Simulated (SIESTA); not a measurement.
The system is Ge.

```xyz
2
Lattice="0.0000 2.8289 2.8289 2.8289 0.0000 2.8289 2.8289 2.8289 0.0000" Properties=species:S:1:pos:R:3 pbc="T T T"
Ge    4.2434    4.2434    4.2434
Ge    2.8289    2.8289    2.8289
```

```yaml
Program: SIESTA 5.4.2
Task: relaxation of cell and atoms
Functional: PBE
Potentials_or_basis: PseudoDojo 0.4 standard (PBE files)
Basis: SZP (energy shift 0.002 Ry)
Grid_cutoff: 800 Ry
Energy_shift: 0.002 Ry
k_mesh: 8 × 8 × 8
Occupations: fermi-dirac, width 0.05 eV
Spin: no spin polarisation
```

At the start: pressure 6.2 GPa; volume 22.64 Å³/atom.

Problem. Where does the relaxation end?

Solution. Over 5 steps the energy falls by 38.6 meV/atom and the volume is 24.94 Å³/atom (+10.2 %); space group Fd-3m (No. 227, to 0.05 Å).

The path:
```
step  energy change (eV)  largest force (eV/Å)  pressure (GPa)  volume (Å³)
   1              0.0000                0.0001            6.21        45.28
   2             -0.0475                0.0000            3.66        46.86
   3             -0.0769                0.0003            0.42        49.48
   4             -0.0551                0.0008           -2.45        52.42
   5             -0.0773                0.0003           -0.03        49.88
```

Final structure:
```
Ge
1.0
     0.00019    2.92186    2.92186
     2.92186    0.00019    2.92186
     2.92186    2.92186    0.00019
Ge
2
Direct
  0.74999 0.74999 0.74999
  0.50001 0.50001 0.50001
```

Caveat: the volume moved by +10 % from the deposited cell, more than functionals usually miss; the basis of atomic orbitals isn't converged, which shifts pressures, moduli and gaps.
